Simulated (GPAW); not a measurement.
Runs of GPAW 26.7.0 on Ge. The structure is orthorhombic, space group Imma (No. 74). Conventional cell: a = 4.992 Å, b = 5.302 Å, c = 2.874 Å, α = 90.00°, β = 90.00°, γ = 90.00°. Around Ge (site symmetry mm2) lie 6 Ge at 2.68 to 2.87 Å. This isn't the form of Ge at room conditions, which is diamond.

```csv
task,level,potentials or basis,cell,k mesh,cutoff (eV),maxiter,optimizer,fmax,max steps,convergence,mesh quality,gap on the mesh (eV),pressure (GPa),relaxed volume (Å³/atom),largest force (eV/Å)
relaxation of cell and atoms,revPBE+D3(op),"the program's PAW data sets (release 1.2.1) made for this functional, pw",relaxed,8 × 8 × 8,600,150,BFGS,0.02 eV/Å,60,density=1e-05 forces=0.0001,not flagged,none,-0.1,(c),0.01
relaxation of cell and atoms,revPBE+D4,"the program's PAW data sets (release 1.2.1) made for this functional, pw",relaxed,8 × 8 × 8,600,150,BFGS,0.02 eV/Å,60,density=1e-05 forces=0.0001,not flagged,none,-0.1,18.25,0.01
relaxation of cell and atoms,revPBE+D3,"the program's PAW data sets (release 1.2.1) made for this functional, pw",relaxed,8 × 8 × 8,600,150,BFGS,0.02 eV/Å,60,density=1e-05 forces=0.0001,not flagged,none,0.0,(b),-
relaxation of cell and atoms,revPBE+D3(BJ)+ATM,"the program's PAW data sets (release 1.2.1) made for this functional, pw",relaxed,8 × 8 × 8,600,150,BFGS,0.02 eV/Å,60,density=1e-05 forces=0.0001,not flagged,none,-0.1,18.19,0.01
single point,PBE,"GPAW PAW data sets (gpaw-data 1.2.1), pw",as given,9 × 9 × 9,450,120,-,-,-,default,not flagged,none,1.0,-,0.04
relaxation of cell and atoms,revPBE+D3(BJ),"the program's PAW data sets (release 1.2.1) made for this functional, pw",relaxed,8 × 8 × 8,600,150,BFGS,0.02 eV/Å,60,density=1e-05 forces=0.0001,not flagged,none,-0.1,18.11,0.01
hybrid scf,r2SCANh+D3(BJ),"GPAW PAW data sets (gpaw-data 1.2.1), pw",as given,3 × 3 × 3,450,40,-,-,-,-,coarse,none,-,-,-
relaxation of cell and atoms,revPBE,"the program's PAW data sets (release 1.2.1) made for this functional, pw",relaxed,8 × 8 × 8,600,150,BFGS,0.02 eV/Å,60,density=1e-05 forces=0.0001,not flagged,none,-0.1,(a),0.02
```

Alike in all rows: no spin polarisation; smearing fermi-dirac 0.05 eV.

Question: Fill in the values left out.

Answer: (a) 19.61; (b) 19.01; (c) 18.36.

Caveats: some runs use coarse meshes; later steps reuse the first step's grids (some runs); pairwise dispersion overbinds metals, which lowers pressure and volume (some runs); the cutoff is short for stress and forces, so pressures can be off by a GPa or more (some runs); exact exchange converges slowly with the k mesh, and this mesh is small (some runs); the scaled meta-GGA exchange is a class typed in the script (some runs); the PAW data sets were made with another functional, which shifts forces and pressure a little (some runs).

A k mesh can miss the band edges, and the runs leave out spin-orbit coupling on Ge.

A gap of «none» marks a metal or a gap under the smearing width.
